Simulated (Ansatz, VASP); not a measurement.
**Sn18O35 (V_O1): VASP beside Ansatz**

Aim: how closely do two programs agree when they are given the same cell, functional and k mesh? The cell is taken from a series of runs on this material, whose earlier steps may have relaxed, scaled, displaced or heated it; both programs get it as it stands.

Program: Ansatz 0.2.0. Level of theory: plane waves, with VASP 6.6.1 beside it; single point at r2SCAN. Results are calculated unless marked as measured.

## (1) The starting structure

The cell holds 53 atoms: 18 Sn and 35 O. Its edges and angles: a = 10.639 Å, b = 6.728 Å, c = 9.602 Å, α = 90.0°, β = 90.0°, γ = 108.4°. It derives from SnO2 (SnO2 (P4_2/mnm)). Nearest the centre at fractional (0.667, 0.527, 0.500): Sn12 at 2.11 Å, Sn18 at 2.13 Å, Sn9 at 2.17 Å, O33 at 2.53 Å, O37 at 2.85 Å, O49 at 2.86 Å, O41 at 2.86 Å, O40 at 2.87 Å. The cell carries charge +1.

Coordinates:

```cif
data_structure
_symmetry_space_group_name_H-M 'P 1'
_symmetry_Int_Tables_number 1
_cell_length_a 10.6387
_cell_length_b 6.7285
_cell_length_c 9.6020
_cell_angle_alpha 90.000
_cell_angle_beta 90.000
_cell_angle_gamma 108.435
_cell_volume 652.06
loop_
_atom_site_label
_atom_site_type_symbol
_atom_site_fract_x
_atom_site_fract_y
_atom_site_fract_z
_atom_site_occupancy
Sn1 Sn 0.99993 0.50173 0.16672 1
Sn2 Sn 0.33365 0.16867 0.16669 1
Sn3 Sn 0.66685 0.82980 0.16642 1
Sn4 Sn 0.00013 0.00238 0.00047 1
Sn5 Sn 0.33352 0.66912 0.00045 1
Sn6 Sn 0.66686 0.32835 0.00062 1
Sn7 Sn 0.00171 0.50145 0.50043 1
Sn8 Sn 0.33202 0.16676 0.50043 1
Sn9 Sn 0.66678 0.84925 0.50042 1
Sn10 Sn 0.00138 0.00047 0.33393 1
Sn11 Sn 0.33230 0.66608 0.33391 1
Sn12 Sn 0.66675 0.33146 0.32809 1
Sn13 Sn 0.00000 0.50187 0.83419 1
Sn14 Sn 0.33365 0.16878 0.83421 1
Sn15 Sn 0.66687 0.82940 0.83452 1
Sn16 Sn 0.00137 0.00067 0.66701 1
Sn17 Sn 0.33233 0.66617 0.66702 1
Sn18 Sn 0.66682 0.33033 0.67328 1
O19 O 0.99886 0.80685 0.16703 1
O20 O 0.33409 0.47451 0.16703 1
O21 O 0.66652 0.13528 0.16806 1
O22 O 0.99771 0.19439 0.16858 1
O23 O 0.33658 0.86385 0.16852 1
O24 O 0.66745 0.52607 0.16509 1
O25 O 0.20414 0.10315 0.00044 1
O26 O 0.53773 0.76809 0.00044 1
O27 O 0.87004 0.43316 0.00040 1
O28 O 0.12948 0.56676 0.00045 1
O29 O 0.46365 0.23106 0.00048 1
O30 O 0.79596 0.89823 0.00046 1
O31 O 0.00157 0.80742 0.50052 1
O32 O 0.33145 0.47247 0.50046 1
O33 O 0.66641 0.15133 0.50051 1
O34 O 0.99789 0.19373 0.50047 1
O35 O 0.33661 0.86312 0.50048 1
O36 O 0.20508 0.10286 0.33330 1
O37 O 0.53875 0.76123 0.33639 1
O38 O 0.86884 0.44065 0.33590 1
O39 O 0.12857 0.56554 0.33328 1
O40 O 0.46471 0.23938 0.33574 1
O41 O 0.79496 0.89094 0.33637 1
O42 O 0.99886 0.80696 0.83383 1
O43 O 0.33410 0.47457 0.83389 1
O44 O 0.66648 0.13475 0.83330 1
O45 O 0.99768 0.19449 0.83238 1
O46 O 0.33667 0.86400 0.83240 1
O47 O 0.66724 0.52548 0.83579 1
O48 O 0.20514 0.10304 0.66758 1
O49 O 0.53878 0.76143 0.66449 1
O50 O 0.86872 0.44070 0.66500 1
O51 O 0.12855 0.56552 0.66761 1
O52 O 0.46493 0.23994 0.66514 1
O53 O 0.79492 0.89104 0.66453 1
```

## (2) Ansatz: single point, r2SCAN

Ansatz runs on its PAW soft_1 files.

With cell and atoms fixed, the geometry can't cause a difference; cores, projectors, grids and the points listed under the comparison can.

input.yaml reads:

```yaml
crystal:
  checkpoint: "../qp1_M1.relax.run"
  host: checkpoint
total_charge: 1
basis:
  ecutwfc: 500
  xc_grid: 2
hamiltonian:
  xc: r2scan
  pseudopotentials: { kind: paw, azcp: { folder: soft_1 } }
kpoints:
  mp_grid: { grid: [2, 2, 2], shift: [0.5, 0.5, 0.5] }
magnetization:
  spin_polarized: true
  initial_magnetization: 1
  spin_locking: { lock_magnetization: hard }
scf:
  occupations: { method: fermi_dirac, width: 0.01 }
  max_iter: 100
output:
  forces: true
  eigenvalues: true
  charged_corrections:
    epsilon: [4.6, 4.6, 4.91]
    static_epsilon: [13.48, 13.48, 10.42]
    defect_position: [0.666667, 0.527391, 0.5]
  eigenstates: { localisation: true }
  populations: true
  efg: {}
checkpoint:
  read: "../qp1_M1.relax.run"
  write: "../qp1_M1.point.run"
  compress: false
  write_wavefunctions: false
  write_every: 100000
```

Started as:

```console
ansatz run input.yaml --threads 4 --pin off --max-ram 15073MiB --backend cpu --events-out ev --progress --plain --runs-dir out
```

Numbers of over 12 decimals in the logs are rounded to 6 here.

The program printed:

```text
Warning: This run holds its total moment fixed (magnetization.spin_locking.lock_magnetization: hard) and mixes its density by anderson or broyden (scf.mixing.algorithm, typed or taken by auto). Slabs with a fixed moment have converged under broyden above another state at the same moment, at the default mixing steps and at smaller ones, and under scf.lower_state_search: standard, light or off a state that such a mixer [...]
crystal.checkpoint: the structure is that of <dir>, a `relax` run, at its step 4: its result, under r2scan at a charge of 1 e; 53 atoms read, 0 with a starting moment; crystal.structure_sha256 for this input is
Sn: output.efg is read without spin–orbit coupling, which moves field gradients at and beside such atoms by some per cent and up to a factor of two; PAW files take it under magnetization.noncollinear and magnetization.spin_orbit
Engine: ansatz 0.2.0, aarch64-unknown-linux-gnu
Pseudopotentials: kind: paw
Pseudopotential: Sn, paw, valence charge 14, recommended cutoff 500 eV (meta_gga), soft_1/Sn.paw.azcp
Pseudopotential: O, paw, valence charge 6, recommended cutoff 500 eV (meta_gga), soft_1/O.paw.azcp
Functional definition: r2SCAN
  parameter k0 = 0.174
  parameter k1 = 0.065
  parameter a1 = 4.9479
  exchange = r2scan_x(k0 = k0, k1 = k1, a1 = a1)
  correlation = r2scan_c
Crystal: 53 atoms, lattice volume = 652.061 Å³
Basis set: ecut = 500 eV, 16551 PW (Γ), exchange–correlation on 160×100×144 points (8 copies of the dense FFT grid, shifted against one another)
Bands: 284, of which v1, the nominal top of the filled ones, is band 231 counted from 1 (230 counted from 0)
Symmetry: 1 space group operations
Space group: P1 (ITA 1), of the structure as read, at distance tolerance 8.7e-5 Å
Magnetic group: BNS 1.1 (UNI 1), of the structure as read, at distance tolerance 8.7e-5 Å
k-points: 4 of 8 (time reversal used)
Non-local potential: Sn, projectors of the file, l = 0: 2, l = 1: 2, l = 2: 2, l = 3: 1
Non-local potential: O, projectors of the file, l = 0: 2, l = 1: 2, l = 2: 1
PAW form: soft (Blöchl's): semilocal exchange-correlation on the pseudo side does not see the compensation charge
PAW frozen core: Sn, regenerated for the run's functional (the file was generated under x = pbe(κ = 0.804, μ = 0.219515), c = pbe(β = 0.066725))
PAW frozen core: O, regenerated for the run's functional (the file was generated under x = pbe(κ = 0.804, μ = 0.219515), c = pbe(β = 0.066725))
PAW one-centre angular grid: Sn, 590 points (default); XC on 160 Gauss nodes
PAW one-centre angular grid: O, 302 points (default); XC on 160 Gauss nodes
Initial density: read from a saved state, or passed on in memory by an earlier SCF of this step, an earlier step, the calling program or the single point that the run made first
Stability of the state it starts from, as read at its close in the collinear treatment: not read, because the mixer in use, unlike msr1, does not test its closes by its own steps (another_mixer); its run was given moments
Starting moments: Σ|m| = 1 μB on 53 of 53 sites; this step starts from the density that it was given
Initial wavefunctions: pseudopotential atomic-orbital guess — the wavefunctions supplied were not used: k-point sampling differs
Functional: x = r2scan, c = r2scan; τ floored in thin density (d = 2e-4 eV/Å³)
iter 1 solved again at ethr=3.44e-7 eV; its pass at ethr=3.10e-3 eV (dr2=1.59e-3 eV) is discarded
SCF iter   1: F=—  HF=-128613.025910 eV  |F-HF|=—  |Δ(HF+E_count)|=         —  Δρ=2.79e-4 (↑2.79e-4 ↓1.89e-4)  dr2=1.46e-3  dr2_τ=8.67e-6  dr2_m=1.72e-4  M=1.000 μB ∫|m|=1.087 μB  β_m=1.20  ethr=3.44e-7  ⟨swp⟩=7.5  Hψ=15801  notcnv=0
preconditioner: auto → Resta (q_TF=auto, 2.575 Å⁻¹)  ε∞=3.3  [insulator: Δε(μ)=1.853 eV  Ē_g=20.646 eV  σ=0.010 eV  W_gap=1.00  n_scr=180 (ndim 8)  ℏωp=31.2 eV  f_vac=0.031  D(μ)=0.00/eV (n_scr^D=0)  ε∞_Penn≈3.3]
spin=Collinear: Resta preconditioning applied to the charge; magnetization (m = ρ↑ − ρ↓) channel mixes plain (no charge-response kernel on spin).
SCF iter   2: F=—  HF=-128613.025909 eV  |F-HF|=—  |Δ(HF+E_count)|=   4.77e-7  Δρ=1.16e-4 (↑1.15e-4 ↓1.16e-4)  dr2=6.58e-4  dr2_τ=1.79e-6  dr2_m=1.76e-6  M=1.000 μB ∫|m|=1.086 μB  β_m=1.20  ethr=3.17e-7  ⟨swp⟩=2.0  Hψ=3416  notcnv=0  κ⁻¹=1.0e0(r=1)
[...]
k-point 2 ↑: bands = [... 227 lower, 8.2337, 8.3398, 8.6216, 10.0695, 12.0091, 12.6564, 13.0073, 13.7171, ... 49 higher]
  k-point 3 ↓: bands = [... 227 lower, 8.2461, 8.3515, 8.6353, 10.8576, 12.3099, 12.9456, 13.2190, 13.8113, ... 49 higher]
--- Löwdin populations: 53 sites ---
  site symbol       q [e]    m [muB]
     0     Sn     12.1351     0.0046
     1     Sn     12.1350     0.0046
     2     Sn     12.1303     0.0020
     3     Sn     12.1335     0.0014
     4     Sn     12.1335     0.0014
     5     Sn     12.1304     0.0092
     6      O      6.8554     0.0024
     7      O      6.8554     0.0024
     8      O      6.8555    -0.0008
     9      O      6.8539     0.0051
    10      O      6.8538     0.0051
    11      O      6.8471     0.0199
    12      O      6.8554     0.0012
    13      O      6.8551     0.0024
    14      O      6.8549     0.0028
    15      O      6.8555     0.0012
    16      O      6.8549     0.0028
    17      O      6.8552     0.0024
    18     Sn     12.1334     0.0000
    19     Sn     12.1336     0.0001
    20     Sn     12.2815     0.1319
    21     Sn     12.1345     0.0021
    22     Sn     12.1347     0.0022
    23     Sn     12.2994     0.1803
[...]
45      O      6.8538     0.0050
    46      O      6.8472     0.0192
    47      O      6.8550     0.0037
    48      O      6.8405     0.0327
    49      O      6.8474     0.0314
    50      O      6.8550     0.0036
    51      O      6.8474     0.0313
    52      O      6.8406     0.0326
  spilling = 0.005001 (of n_electrons = 461.000000)
```

## (3) VASP: single point, r2SCAN

The same cell, functional, mesh and smearing now go to VASP, with its own data sets.

Lines of VASP's logs that name or quote its potential files are left out, and so is its time.

INCAR reads:

```
SYSTEM = Sn18O35
PREC = Accurate
ENCUT = 580
EDIFF = 1E-06
NELM = 200
ISMEAR = -1
SIGMA = 0.01
LREAL = Auto
ALGO = Normal
METAGGA = R2SCAN
LASPH = .TRUE.
NELECT = 461
NBANDS = 267
ISPIN = 2
MAGMOM = 0 0 0 0 0 0 0 0 0.02 0 0 0.02 0 0 0 0 0 0.02 0 0 -0 0.01 0.01 0.02 0 0 0 0 0 0 0 0 0.06 0 0 0 0.03 0.03 0 0.03 0.03 0 0 -0 0 0 0.02 0 0.03 0.03 0 0.03 0.03
LORBIT = 11
LWAVE = .FALSE.
LCHARG = .FALSE.
ISIF = 2
ISYM = 0
NUPDOWN = 1
GGA_COMPAT = .FALSE.
LMIXTAU = .TRUE.
```

POSCAR reads:

```
Sn18O35
1.0
    9.5155030731      4.7577515366      0.0000000000
   -4.7577515366      4.7577515366      0.0000000000
    0.0000000000      0.0000000000      9.6020443945
Sn O
18 35
Direct
    0.9999317905      0.5017255086      0.1667179817
    0.3336541281      0.1686690077      0.1666929331
    0.6668516188      0.8297951464      0.1664229639
    0.0001258098      0.0023837527      0.0004675845
    0.3335167513      0.6691159993      0.0004542119
    0.6668572916      0.3283518703      0.0006192052
    0.0017063064      0.5014541947      0.5004320637
    0.3320219442      0.1667556382      0.5004329319
    0.6667791708      0.8492488653      0.5004177743
    0.0013835829      0.0004700466      0.3339331028
    0.3322956321      0.6660759328      0.3339071933
    0.6667544263      0.3314594998      0.3280856616
    0.0000008914      0.5018652212      0.8341861503
    0.3336508319      0.1687805912      0.8342130872
    0.6668655746      0.8293969555      0.8345248531
    0.0013712940      0.0006716189      0.6670095239
    0.3323253734      0.6661651963      0.6670241649
    0.6668182894      0.3303346750      0.6732785229
    0.9988573513      0.8068500573      0.1670333421
    0.3340940213      0.4745145627      0.1670257388
    0.6665238782      0.1352844322      0.1680637561
    0.9977108816      0.1943888072      0.1685757607
    0.3365765937      0.8638488141      0.1685192632
    0.6674530321      0.5260657197      0.1650894081
    0.2041445472      0.1031491562      0.0004366872
    0.5377305484      0.7680932926      0.0004440037
    0.8700448517      0.4331569521      0.0003959299
    0.1294769393      0.5667636558      0.0004530864
    0.4636533384      0.2310602876      0.0004766609
    0.7959622262      0.8982285018      0.0004556350
    0.0015728047      0.8074232420      0.5005160482
    0.3314466550      0.4724747773      0.5004643646
    0.6664090131      0.1513258606      0.5005109652
    0.9978866818      0.1937254221      0.5004706929
    0.3366104785      0.8631177682      0.5004782536
    0.2050847275      0.1028626629      0.3333047255
    0.5387475907      0.7612316305      0.3363925775
    0.8688428753      0.4406522095      0.3358967293
    0.1285690086      0.5655417088      0.3332839836
    0.4647090973      0.2393787134      0.3357395592
    0.7949590501      0.8909396381      0.3363737073
    0.9988599449      0.8069634887      0.8338313292
    0.3340980273      0.4745680017      0.8338872609
    0.6664814079      0.1347467054      0.8332968500
    0.9976825323      0.1944937895      0.8323769420
    0.3366689024      0.8640023197      0.8324041629
    0.6672422870      0.5254761637      0.8357933802
    0.2051367123      0.1030416825      0.6675780602
    0.5387772614      0.7614348813      0.6644884852
    0.8687206353      0.4406995028      0.6650008762
    0.1285511697      0.5655189632      0.6676080555
    0.4649254513      0.2399420484      0.6651363511
    0.7949184276      0.8910367818      0.6645289535
```

KPOINTS reads:

```
Points of the shifted mesh
8
Reciprocal
 0.2500000000  0.2500000000  0.2500000000 1
 0.2500000000  0.2500000000  0.7500000000 1
 0.2500000000  0.7500000000  0.2500000000 1
 0.2500000000  0.7500000000  0.7500000000 1
 0.7500000000  0.2500000000  0.2500000000 1
 0.7500000000  0.2500000000  0.7500000000 1
 0.7500000000  0.7500000000  0.2500000000 1
 0.7500000000  0.7500000000  0.7500000000 1
```

The projector-augmented-wave data sets are Sn_d and O (PBE family, release 64).

Started as:

```console
export OMP_NUM_THREADS=3
mpirun -np 1 vasp_std
```

The program printed:

```text
[banner, memory and clock lines left out]
running    1 mpi-ranks, on    1 nodes
[...]
Offloading initialized ...    1 GPUs detected
[...]
|                                                                             |
|               ----> ADVICE to this user running VASP <----                  |
|                                                                             |
|     You enforced a specific xc type in the INCAR file but a different       |
|     [... a line on the potential file left out ...]
|     I HOPE YOU KNOW WHAT YOU ARE DOING!                                     |
|                                                                             |

 LDA part: xc-table for (None), standard interpolation
 POSCAR, INCAR and KPOINTS ok, starting setup
[...]
entering main loop
       N       E                     dE             d eps       ncg     rms          rms(c)
DAV:   1     0.104771138637E+05    0.10477E+05   -0.19115E+05  8576   0.299E+03
DAV:   2     0.197574474451E+04   -0.85014E+04   -0.81707E+04  8544   0.956E+02
DAV:   3    -0.562106007860E+03   -0.25379E+04   -0.24103E+04  9006   0.379E+02
DAV:   4    -0.905748180864E+03   -0.34364E+03   -0.33650E+03  9890   0.147E+02
DAV:   5    -0.923052417401E+03   -0.17304E+02   -0.17062E+02 10176   0.324E+01BRMIX: very serious problems
 the old and the new charge density differ
 old charge density:   462.00000 new  461.00001
    0.460E+01
DAV:   6    -0.753979067886E+03    0.16907E+03   -0.12808E+02 12280   0.783E+01    0.195E+01
DAV:   7    -0.757726486213E+03   -0.37474E+01   -0.38355E+01 12376   0.159E+01    0.122E+01
DAV:   8    -0.759616366762E+03   -0.18899E+01   -0.14394E+01 11784   0.191E+01    0.712E+00
DAV:   9    -0.758291256751E+03    0.13251E+01   -0.58317E+00 12040   0.127E+01    0.656E-01
[...]
DAV:  17    -0.758324827270E+03   -0.38674E-05   -0.50519E-06  8656   0.138E-02    0.519E-03
DAV:  18    -0.758324825595E+03    0.16759E-05   -0.17170E-06  5032   0.787E-03    0.216E-03
DAV:  19    -0.758324824605E+03    0.98987E-06   -0.80577E-07  4808   0.328E-03
   1 F= -.75832482E+03 E0= -.75832482E+03  d E =-.136708E-11  mag=     1.0000
```

From OUTCAR (step 3):

```text
  FREE ENERGIE OF THE ION-ELECTRON SYSTEM (eV)
  ---------------------------------------------------
  free  energy   TOTEN  =      -758.3248246047 eV

  energy  without entropy=     -758.3248246047  energy(sigma->0) =     -758.32482460

 magnetization (x)
# of ion       s       p       d       tot
------------------------------------------
    1        0.003   0.001   0.001   0.005
    2        0.003   0.001   0.001   0.005
    3        0.002  -0.001   0.000   0.001
    4        0.001   0.000   0.000   0.001
    5        0.001   0.000   0.000   0.001
    6        0.003   0.001   0.001   0.004
    7        0.001  -0.001  -0.000   0.000
    8        0.001  -0.001  -0.000   0.000
    9        0.025   0.023   0.014   0.062
   10        0.002   0.000   0.000   0.002
   11        0.002   0.000   0.000   0.002
   12        0.037   0.034   0.015   0.086
   13        0.003   0.001   0.001   0.005
[...]
--------------------------------------------------
tot          0.178   0.435   0.048   0.661
```

The run ends at a pressure of -1.52 GPa, with forces up to 0.062 eV/Å.

## (4) Comparison

Known differences besides the potentials themselves: VASP starts from the moments at which Ansatz ended; VASP keeps PBE cores, Ansatz makes them for the functional; the cutoff is 500 eV in Ansatz and 580 eV in VASP (PREC = Accurate, projectors in real space); site moments are counted in spheres of each program's own size. Total energies have different zeros and are not compared.

The two programs side by side:

```
                             quantity  Ansatz  VASP  difference
total moment, fixed by the input (μB)    1.00  1.00        0.00
                  moment on Sn12 (μB)    0.02  0.09       -0.06
                  moment on Sn18 (μB)    0.02  0.08       -0.06
                   moment on Sn9 (μB)    0.02  0.06       -0.04
                   moment on O33 (μB)    0.06  0.06        0.00
```

Forces on 8 of the 53 atoms, those with the largest forces and the largest differences (eV/Å; atoms numbered as in POSCAR):

```
atom         Ansatz x, y, z           VASP x, y, z
 Sn9   -0.022, 0.032, 0.001   0.023, -0.011, 0.002
Sn12  0.034, -0.022, -0.049   -0.002, 0.016, 0.027
Sn18   0.016, -0.016, 0.035  -0.019, 0.019, -0.042
 O21   0.001, -0.001, 0.010  0.040, -0.038, -0.007
 O26  -0.002, -0.005, 0.005  -0.034, -0.036, 0.004
 O40    0.016, 0.038, 0.019    0.017, 0.046, 0.024
 O47  -0.016, 0.012, -0.003   -0.046, 0.042, 0.005
 O53  0.010, -0.019, -0.019   0.046, 0.006, -0.011
```

The forces differ by 20 meV/Å r.m.s., which is 98.9 % of the r.m.s. force of 0.020 eV/Å (both taken over all components). The cell carries a charge of +1 e against a uniform background, so its pressure also hangs on how the neutralising background is counted, and in a defect's cell a gap may be the spacing between its levels.

## (5) What came out

| Property | Result |
| --- | --- |
| r.m.s. force difference (single point, r2SCAN) | 20 meV/Å |

What this shows: The r.m.s. force difference is 20 meV/Å (single point, r2SCAN), beyond the 12 meV/Å picked in this series as the mark of a large difference. What causes the difference of the single point, r2SCAN pair stays open here. How closely two codes agree says nothing of how well the functional describes the real material.

[Lines on the potential files, build, host, timing and source positions are cut from VASP's logs without a mark.]

[Logs are printed without paths, hosts, clocks, repeated set-up lines and the standing remarks that a program may print on its own settings, such as how far it seeks lower states.]

[Hosts, paths, dates, database ids (printed as entryN), source tags and the programs' standing remarks are cut or masked in the printed files.]
